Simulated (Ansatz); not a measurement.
**BN: from a trial structure to a relaxed crystal**

These are results of Ansatz 0.2.0, DFT r2SCAN, scalar-relativistic, plane waves, PAW, not measurements. Cutoff 500 eV, Γ-centred k mesh, Gaussian smearing, no spin polarisation in the final step.

The start puts BN on the CuPt (L1_1) structure type (R-3m, No. 166), with B in place of Cu, N in place of Pt, at a guessed volume.

```
CELL_PARAMETERS angstrom
1.17901 0.68070 3.75536
-1.17901 0.68070 3.75536
0.00000 -1.36140 3.75536
ATOMIC_POSITIONS crystal
B 0.00000 0.00000 0.00000
N 0.50000 0.50000 0.50000
```

Cell and atoms relax at zero pressure; the relaxation can't lower the symmetry of the start. After a coarse first stage the cell is made exact in the group found at 0.06 Å.

The zero of energy is the elements' standard structures at the same level (N₂ as a molecule); no fitted shifts are applied.

Task: What does it relax into?

Result: It keeps R-3m (No. 166), but not the shape of the type it started on. Conventional cell: a = 1.803 Å, c = 19.903 Å. Around B lie 6 B at 1.80 Å; around N lie 6 N at 1.80 Å.

```
B N
1.0
     0.90165    0.52057    6.63444
    -0.90165    0.52057    6.63444
     0.00000   -1.04113    6.63444
B N
1 1
Direct
  0.00000 0.00000 0.00000
  0.50000 0.50000 0.50000
```

Task: What are its volume, energy, density and gap?

Result: The volume per atom is 9.3 Å³. The density is 2.2 g/cm³, the energy over the elements is 2.71 eV/atom and the gap on the 36×36×36 mesh is 0 eV (a metal).

The final run used a 36×36×36 mesh on its 2-atom cell and 0.10 eV smearing. For metals, differences of a few meV/atom aren't resolved. Weakly bound directions are ill-defined at this level, which has no dispersion term. A structure relaxed within its symmetry needn't be a true minimum. The steps took of the order of 11 core-minutes in all.